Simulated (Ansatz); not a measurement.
## LiF: energy along a strain

LiF, Fm-3m, a = 4.028 Å (as given, not relaxed at this level: 2.1 GPa). Ansatz: PBE, PAW, 420 eV, Γ-centred 10×10×10 mesh on 2 atoms, Gaussian smearing 0.05 eV; no spin polarisation. Cell vectors (Å): 0.000 2.014 2.014; 2.014 0.000 2.014; 2.014 2.014 0.000. The cell is strained by x per cent times the pattern (0 1 0 0 0 0) in the order xx yy zz yz xz xy (engineering shears), with fractional coordinates held. y is the free energy over the start, V0 = 8.169 Å³/atom. Points with a strain past 8.5 % were computed too (3) and aren't used here.

| x (%) | y (meV/atom) |
| --- | --- |
| -7.50 | ? |
| -5.00 | 15.29 |
| -2.50 | 4.97 |
| 0.00 | 0.00 |
| 2.50 | -0.89 |
| 5.00 | 1.22 |
| 7.50 | 5.42 |

Problem. Fit y = c1 x + c2 x² + c3 x³ to the other rows, get the stiffness along the pattern, and predict the missing energy.

Solution. Least squares on the rows shown. y = −1.1151 x + 0.33060 x² − 0.011443 x³. The clamped-ion stiffness p·C·p = 2 × 3.306 eV × 160.2 / 8.169 Å³ = 130 GPa, which is C22 in these axes (C11 of the cubic crystal) (second derivative at the start, which stands under stress). At x = -7.50 the fit asked for gives 31.79 meV/atom. The run gave 32.88 meV/atom, so the fit is 1.09 meV/atom too low, 3.2 % of the span of the series, against an rms of 0.04 meV/atom on the fitted rows. The row lies outside the fitted range. With a term in x⁴ added, a fit to the same known rows predicts 32.41 meV/atom, which recovers part of the miss; the known rows don't hold the rest.